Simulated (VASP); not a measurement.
**VASP 6.6.1 run: LiH**

INCAR

```
PREC = Accurate
GGA = PE
IBRION = -1
EDIFF = 1E-7
NELM = 120
LWAVE = .FALSE.
NBANDS = 9
ISMEAR = -1
LREAL = .FALSE.
SIGMA = 0.02
LASPH = .TRUE.
LCHARG = .FALSE.
NSW = 0
ISIF = 2
ENCUT = 520
```

KPOINTS

```
KPOINTS created by Atomic Simulation Environment
0
Gamma
10 10 10
0 0 0
```

POSCAR

```
Li H
 1.0000000000000000
     0.0000000000000000    1.9028450990000001    1.9028450990000001
     1.9028450990000001    0.0000000000000000    1.9028450990000001
     1.9028450990000001    1.9028450990000001    0.0000000000000000
 Li  H
   1   1
Cartesian
  0.0000000000000000  0.0000000000000000  0.0000000000000000
  1.9028450990000001  1.9028450990000001  1.9028450990000001
```

The recommended PBE PAW datasets give the neutral cell 4 valence electrons.

Command

```
mpirun -np 1 vasp_std
```

Task: Predict the outcome of this run.

Result: It converged. Results: gap between bands v and c on the k mesh 2.84 eV; least direct gap on the k mesh 2.84 eV; pressure 7.0 GPa. Band v is the last that the valence electrons fill when counted band by band, and c is the next.

OSZICAR

```
N       E                     dE             d eps       ncg     rms          rms(c)
DAV:   1    -0.156530853596E+01   -0.15653E+01   -0.14742E+03   870   0.413E+02
DAV:   2    -0.628756363912E+01   -0.47223E+01   -0.46947E+01  1208   0.574E+01
DAV:   3    -0.633368463887E+01   -0.46121E-01   -0.46110E-01  1038   0.488E+00
DAV:   4    -0.633381017238E+01   -0.12553E-03   -0.12552E-03  1171   0.231E-01
DAV:   5    -0.633381111404E+01   -0.94166E-06   -0.94161E-06  1062   0.101E-02    0.298E+00
DAV:   6    -0.614395042675E+01    0.18986E+00   -0.14034E-01   945   0.121E+00    0.152E+00
DAV:   7    -0.607866246649E+01    0.65288E-01   -0.19124E-01  1000   0.160E+00    0.230E-01
DAV:   8    -0.608023090556E+01   -0.15684E-02   -0.35192E-03   999   0.414E-01    0.394E-02
DAV:   9    -0.608024149509E+01   -0.10590E-04   -0.11251E-04  1113   0.545E-02    0.541E-03
DAV:  10    -0.608024738198E+01   -0.58869E-05   -0.44757E-06   980   0.165E-02    0.216E-03
DAV:  11    -0.608024782626E+01   -0.44427E-06   -0.20162E-07  1185   0.242E-03    0.209E-04
DAV:  12    -0.608024806696E+01   -0.24070E-06   -0.54204E-09   586   0.625E-04    0.944E-05
DAV:  13    -0.608024813360E+01   -0.66634E-07   -0.29655E-09   545   0.355E-04
   1 F= -.60802481E+01 E0= -.60802481E+01  d E =-.119540E-11
```

For comparison, a separate PBE run of the intended cell, on usual settings and not on those above, gives a gap of 2.84 eV on its mesh and a pressure of 7.0 GPa.
